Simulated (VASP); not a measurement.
# TiSi in VASP: further runs, part 2 of 2

VASP 6.6.1. The steps go on from the part before.

## 3. Single point, PBE

INCAR reads:

```
ALGO = Fast
DIPOL = 0.5 0.5 0.294
EDIFF = 1E-6
ENCUT = 520
GGA = PE
IDIPOL = 3
ISIF = 2
ISMEAR = 0
LASPH = True
LCHARG = False
LDIPOL = True
LREAL = False
LWAVE = False
NBANDS = 15
NELM = 100
PREC = Accurate
SIGMA = 0.1
```

KPOINTS reads:

```
k-points
0
Gamma
  16 16 1
```

POSCAR reads:

```
TiSi
1.0
    3.4727044506      0.0000000000      0.0000000000
    0.0000000000      3.4727044506      0.0000000000
    0.0000000000      0.0000000000     23.8000000000
Ti Si
1 1
Direct
    0.5000000000      0.5000000000      0.2941176471
    0.0000000000      0.0000000000      0.2941176471
```

Potentials or basis: VASP PAW PBE potentials, release 64 (Ti_sv, Si).

Command:

```sh
$ cat potpaw_PBE.64/Ti_sv/POTCAR potpaw_PBE.64/Si/POTCAR > POTCAR
$ mpirun -np 1 vasp_std > vasp.out
```

OUTCAR:

```text
EDIFF = 1E-6
   ENCUT = 520
   GGA = PE
   ISIF = 2
   ISMEAR = 0
   LASPH = True
   LREAL = False
   NELM = 100
   PREC = Accurate

 ion  position               nearest neighbor table
   1  0.500  0.500  0.294-   2 2.46   2 2.46   2 2.46   2 2.46
   2  0.000  0.000  0.294-   1 2.46   1 2.46   1 2.46   1 2.46

  LATTYP: Found a simple tetragonal cell.
 ALAT       =     3.4727044506
 C/A-ratio  =     6.8534481810

  Lattice vectors:

 A1 = (   3.4727044506,   0.0000000000,   0.0000000000)
 A2 = (   0.0000000000,   3.4727044506,   0.0000000000)
 A3 = (   0.0000000000,   0.0000000000,  23.8000000000)

Analysis of symmetry for initial positions (statically):
=====================================================================
 Subroutine PRICEL returns:
 Original cell was already a primitive cell.

 Routine SETGRP: Setting up the symmetry group for a
 simple tetragonal supercell.

 Subroutine GETGRP returns: Found 16 space group operations
 (whereof  8 operations were pure point group operations)
 out of a pool of 16 trial point group operations.

The static configuration has the point symmetry C_4v.
[... 190 lines left out ...]
     12      -0.0208      0.00000
     13      -0.0208      0.00000
     14       1.0209      0.00000
[... 401 lines left out ...]
      2     -36.4804      2.00000
      3     -35.8190      2.00000
      4     -35.7475      2.00000
      5      -8.9238      2.00000
      6      -6.2611      2.00000
      7      -4.1347      2.00000
      8      -3.9352      2.00000
      9      -1.8224      0.00000
     10      -1.7412      0.00000
     11      -0.2707      0.00000
     12       0.7597      0.00000
     13       0.8237      0.00000
     14       3.3445      0.00000
     15       3.6774      0.00000

 [... further k-points ...]

------------------------ aborting loop because EDIFF is reached ----------------------------------------

 vacuum level on the upper side and lower side of the slab       (xc-potential included)        -0.009        -0.009

  FORCE on cell =-STRESS in cart. coord.  units (eV):
  Direction    XX          YY          ZZ          XY          YZ          ZX
  --------------------------------------------------------------------------------------
  -------------------------------------------------------------------------------------
  Total       -0.0340109     -0.0340109     -0.0086616      0.0000000      0.0000000      0.0000000
  in kB       -0.1898521     -0.1898521     -0.0483501      0.0000000      0.0000000      0.0000000
  external PRESSURE =      -0.1426848 kB  Pullay stress =       0.0000000 kB

 VOLUME and BASIS-vectors are now :
 -----------------------------------------------------------------------------
  energy-cutoff  :      520.00
  volume of cell :      287.02
      direct lattice vectors                 reciprocal lattice vectors
     3.472704451  0.000000000  0.000000000     0.287960008  0.000000000  0.000000000
     0.000000000  3.472704451  0.000000000     0.000000000  0.287960008  0.000000000
     0.000000000  0.000000000 23.800000000     0.000000000  0.000000000  0.042016807

 POSITION                                       TOTAL-FORCE (eV/Angst)
 -----------------------------------------------------------------------------------
      1.73635      1.73635      7.00000         0.000000     -0.000000     -0.000000
      0.00000      0.00000      7.00000         0.000000      0.000000      0.000000
 -----------------------------------------------------------------------------------
    total drift:                                0.000000      0.000000      0.000021

  FREE ENERGIE OF THE ION-ELECTRON SYSTEM (eV)
  ---------------------------------------------------
  free  energy   TOTEN  =       -12.1816850922 eV

  energy  without entropy=      -12.1746415810  energy(sigma->0) =      -12.17816334

 vacuum level on the upper side and lower side of the slab         1.453         1.453
```

OSZICAR:

```text
N       E                     dE             d eps       ncg     rms          rms(c)
DAV:   1     0.751578332168E+02    0.75158E+02   -0.74251E+03  1710   0.761E+02
DAV:   2    -0.342112381289E+01   -0.78579E+02   -0.71690E+02  1740   0.190E+02
DAV:   3    -0.146154674616E+02   -0.11194E+02   -0.11004E+02  2612   0.581E+01
[... 17 lines left out ...]
RMM:  21    -0.121816612127E+02   -0.39869E-04   -0.23641E-05  1795   0.189E-02    0.212E-03
RMM:  22    -0.121816709488E+02   -0.97361E-05   -0.18918E-05  1579   0.115E-02    0.151E-03
RMM:  23    -0.121816816529E+02   -0.10704E-04   -0.81091E-06  1563   0.861E-03    0.151E-03
RMM:  24    -0.121816833404E+02   -0.16875E-05   -0.66153E-06  1331   0.716E-03    0.589E-04
RMM:  25    -0.121816844903E+02   -0.11499E-05   -0.29610E-06  1046   0.531E-03    0.445E-04
RMM:  26    -0.121816850922E+02   -0.60194E-06   -0.23941E-06   996   0.464E-03
   1 F= -.12181685E+02 E0= -.12178163E+02  d E =-.704351E-02
```

Wall time 3.5 min (1 thread of AMD EPYC 9R45 (Zen 5), shared host); peak memory 0.44 GiB.

What came out:

```
Free energy            : -12.1817 eV
Band gap on the k mesh : none (metal or under the smearing width)
```

## 4. Single point, PBE

This run uses another cell than the first one, of 96.05 Å³/atom, 0.670 times its volume.

INCAR reads:

```
SYSTEM = TiSi
PREC     = Accurate       ! precision mode
ENCUT    = 520            ! plane-wave cutoff, eV
EDIFF    = 1E-6           ! SCF threshold, eV
ISMEAR   = 0              ! smearing method
SIGMA    = 0.1            ! smearing width, eV
LREAL    = .FALSE.        ! projectors in reciprocal space
LASPH    = .TRUE.         ! aspherical terms in the spheres
NELM     = 100            ! most SCF steps
ALGO     = Fast           ! electronic algorithm
ISIF     = 2              ! what is computed and relaxed
LWAVE    = .FALSE.        ! write WAVECAR
LCHARG   = .TRUE.         ! write CHGCAR
LDIPOL   = .TRUE.       
IDIPOL   = 3            
DIPOL    = 0.5 0.5 0.500
GGA      = PE             ! functional
LELF     = .TRUE.         ! ELF
LVHAR    = .TRUE.       
LVACPOTAV= .TRUE.       
NBANDS   = 15             ! bands
```

KPOINTS reads:

```
regular mesh
0
G
  6 6 1
  0 0 0
```

POSCAR reads:

```
TiSi
1.0
    3.7042520000      0.0000000000      0.0000000000
    0.0000000000      3.7042520000      0.0000000000
    0.0000000000      0.0000000000     14.0000000000
Ti Si
1 1
Direct
    0.5000000000      0.5000000000      0.5000000000
    0.0000000000      0.0000000000      0.5000000000
```

Command:

```sh
$ cat potpaw_PBE.64/Ti_sv/POTCAR potpaw_PBE.64/Si/POTCAR > POTCAR
$ mpirun -np 1 vasp_std > vasp.out
```

Wall time 34 s (1 thread of AMD EPYC 9R45 (Zen 5), shared host); peak memory 0.24 GiB.

It converged, with:

```yaml
Free_energy: -11.8346 eV
Band_gap_on_the_k_mesh: none (metal or under the smearing width)
Work_function_of_the_upper_face: 4.14 eV
Work_function_of_the_lower_face: 4.14 eV
```

Levels at points of the mesh, in eV from the Fermi level:
```csv
k point,band 5,band 6,band 7,band 8,band 9,band 10,band 11,band 12
"(0.00, 0.00, 0.00)",-7.90,-1.23,-0.55,0.12,0.67,0.69,0.69,1.92
"(0.50, 0.00, 0.00)",-6.29,-3.46,-1.32,-1.12,0.52,0.84,1.80,2.84
"(0.50, 0.50, 0.00)",-6.08,-1.50,-1.50,-0.07,-0.07,0.65,1.45,1.86
```

## 5. The runs side by side

```tsv
cell	k mesh	gap on the mesh (eV)
P4/mmm, 143.41 Å³/atom	16 × 16 × 1	none
P4/mmm, 143.51 Å³/atom	16 × 16 × 1	none
P4/mmm, 96.05 Å³/atom	6 × 6 × 1	none
```

Alike in all rows: task single point; level PBE; potentials or basis VASP PAW PBE potentials, release 64 (Ti_sv, Si); no spin polarisation; cutoff (eV) 520; smearing gaussian 0.1 eV.

Every run on the cell as given and a fine mesh finds a metal.

Absolute energies hang on the potentials; compare differences alone.
